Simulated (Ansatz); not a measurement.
Level of theory: Ansatz, DFT PBE, scalar-relativistic, plane waves, PAW. Settings: cutoff 420 eV, Γ-centred meshes spaced at most about 0.3 Å⁻¹, and about 0.25 Å⁻¹ or finer for metals (2π included), Gaussian smearing. No spin polarisation.

These are static total energies at zero pressure.

Compare these two cells of Al4Ru3, each relaxed at this level.

A.

```cif
data_structure
_symmetry_space_group_name_H-M 'I4/mmm'
_symmetry_Int_Tables_number 139
_cell_length_a 3.0743
_cell_length_b 3.0743
_cell_length_c 20.3646
_cell_angle_alpha 90.000
_cell_angle_beta 90.000
_cell_angle_gamma 90.000
_cell_volume 192.47
loop_
_atom_site_label
_atom_site_type_symbol
_atom_site_symmetry_multiplicity
_atom_site_Wyckoff_symbol
_atom_site_fract_x
_atom_site_fract_y
_atom_site_fract_z
_atom_site_occupancy
Al1 Al 4 e 0.00000 0.00000 0.28970 1
Al2 Al 4 e 0.00000 0.00000 0.42852 1
Ru1 Ru 4 e 0.50000 0.50000 0.35223 1
Ru2 Ru 2 a 0.00000 0.00000 0.00000 1
```

B.

```cif
data_structure
_symmetry_space_group_name_H-M 'P4/mmm'
_symmetry_Int_Tables_number 123
_cell_length_a 5.9754
_cell_length_b 5.9754
_cell_length_c 2.9672
_cell_angle_alpha 90.000
_cell_angle_beta 90.000
_cell_angle_gamma 90.000
_cell_volume 105.95
loop_
_atom_site_label
_atom_site_type_symbol
_atom_site_symmetry_multiplicity
_atom_site_Wyckoff_symbol
_atom_site_fract_x
_atom_site_fract_y
_atom_site_fract_z
_atom_site_occupancy
Al1 Al 4 k 0.25200 0.25200 0.50000 1
Ru1 Ru 2 f 0.50000 0.00000 0.00000 1
Ru2 Ru 1 c 0.50000 0.50000 0.00000 1
```

Task: Which form is favoured at zero pressure, and by what margin per atom?

Result: A is lower, by 84 meV/atom. A has Al and Ru ordered on bcc sites, space group I4/mmm (No. 139), 13.7 Å³/atom and no gap on its mesh; B has space group P4/mmm (No. 123), 15.1 Å³/atom and no gap. Counting all near atoms (those within 1.25 times the shortest distance at each site; a plus sign parts nearer from farther groups; a slash parts the counts of unlike sites), A has Al 14, Ru 14/8+6 and B has Al 6+6, Ru 8+4/8+6. The denser one is the lower, and pressure would at first widen the difference. In A, Al on its first site is surrounded by 4 Ru at 2.52 Å, 5 Al at 2.71–2.83 Å, 1 Ru at 2.89 Å and 4 Al at 3.07 Å; Al on its second site has 8 Ru at 2.62–2.67 Å and 6 Al at 2.83–3.07 Å; around Ru on a site of symmetry 4mm lie 4 Al at 2.52 Å, 4 Al at 2.67 Å, 1 Al at 2.89 Å and 5 Ru at 3.01–3.07 Å; 1 more site not described. In B, Al is surrounded by 6 Ru at 2.57–2.58 Å and 6 Al at 2.96–3.01 Å; Ru on a site of symmetry mmm has 8 Al at 2.58 Å and 4 Ru at 2.97–2.99 Å; Ru on a site of symmetry 4/mmm is surrounded by 8 Al at 2.57 Å and 6 Ru at 2.97–2.99 Å. Both come from invented guesses.

Cells relaxed within their symmetry can be saddle points.
